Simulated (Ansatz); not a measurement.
# Compressing Sb

Level of theory: DFT PBEsol, scalar-relativistic, plane waves, PAW (Ansatz 0.2.0). (420 eV cutoff, 15×15×8 k-mesh, Gaussian smearing of 0.10 eV, no spin polarisation)

The relaxed crystal:

```xyz
2
Lattice="3.3152 0.0000 0.0000 -1.6576 2.8710 0.0000 0.0000 0.0000 5.4956" Properties=species:S:1:pos:R:3 pbc="T T T"
Sb    0.0000    1.9140    1.3739
Sb    1.6576    0.9570    4.1217
```

Cell and atoms are relaxed at each pressure within the symmetry of the start, at zero temperature, so transitions that lower the symmetry aren't seen. The k-mesh given is that at zero pressure and may differ at others.

(1) Give the structure at 25 GPa.

Results:

(1)
```xyz
2
Lattice="3.0842 0.0000 0.0000 -1.5421 2.6710 0.0000 0.0000 0.0000 5.0862" Properties=species:S:1:pos:R:3 pbc="T T T"
Sb    0.0000    1.7807    1.2715
Sb    1.5421    0.8903    3.8146
```
It takes space group P6_3/mmc (No. 194, hexagonal). Conventional cell: a = 3.084 Å, b = 3.084 Å, c = 5.086 Å, α = 90.00°, β = 90.00°, γ = 120.00°. Around Sb (site symmetry -6m2) lie 12 Sb at 3.08 to 3.10 Å.

This form isn't the element's structure at ambient conditions.